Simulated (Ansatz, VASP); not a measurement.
# LiF: VASP beside Ansatz

INCAR

```
SYSTEM = LiF
ALGO = Normal
EDIFF = 1E-6
ENCUT = 520
GGA = PE
ISIF = 2
ISMEAR = -1
LASPH = .True.
LCHARG = .True.
LELF = .True.
LREAL = .False.
LVHAR = .True.
LWAVE = .False.
NBANDS = 12
NELM = 100
PREC = Accurate
SIGMA = 0.02
```

File KPOINTS:

```
k-points
0
Gamma
  10 10 10
  0 0 0
```

Contents of POSCAR:

```
LiF
1.0
    0.0000000000      2.1446105472      2.1446105472
    2.1446105472      0.0000000000      2.1446105472
    2.1446105472      2.1446105472      0.0000000000
Li F
1 1
Direct
    0.0000000000      0.0000000000      0.0000000000
    0.2500000000      0.2500000000      0.2500000000
```

Input for Ansatz:

```yaml
crystal:
  lattice:
    - [0.0, 2.1446105472, 2.1446105472]
    - [2.1446105472, 0.0, 2.1446105472]
    - [2.1446105472, 2.1446105472, 0.0]
  atoms:
    - { symbol: Li, position: [0.0, 0.0, 0.0] }
    - { symbol: F, position: [0.25, 0.25, 0.25] }
kpoints:
  mp_grid: { grid: [10, 10, 10] }
  band_path:
    path:
      - [0.0, 0.0, 0.0]
      - [-0.5, -0.5, 0.0]
      - [-0.375, -0.375, 0.25]
      - [-0.375, 0.0, 0.375]
      - [0.0, 0.0, 0.5]
      - [-0.5, -0.25, 0.25]
    npoints: 1
hamiltonian:
  xc: pbe
scf:
  occupations: { method: fermi_dirac, width: 0.02 }
  n_extra_bands: 4
output:
  forces: true
  stress: true
  eigenvalues: true
```

The cell was built by a generator and needn't be a form met in nature.

Alike in both runs: task single point; functional PBE; k mesh 10 × 10 × 10; occupations fermi-dirac, width 0.02 eV; no spin polarisation.

```csv
,VASP,Ansatz
version,VASP 6.6.1,Ansatz 0.2.0
potentials or method,"VASP PAW PBE potentials, release 64 (Li_sv, F)","plane waves, PAW"
plane-wave cutoff (eV),520,420
valence electrons in the cell,10,10
```

Ansatz gave:

* gap on the k mesh at the Fermi level (eV): 7.93

Question: Estimate VASP's values.

Answer: gap on the k mesh at the Fermi level (eV): 7.92.

 A k mesh can miss the band edges.
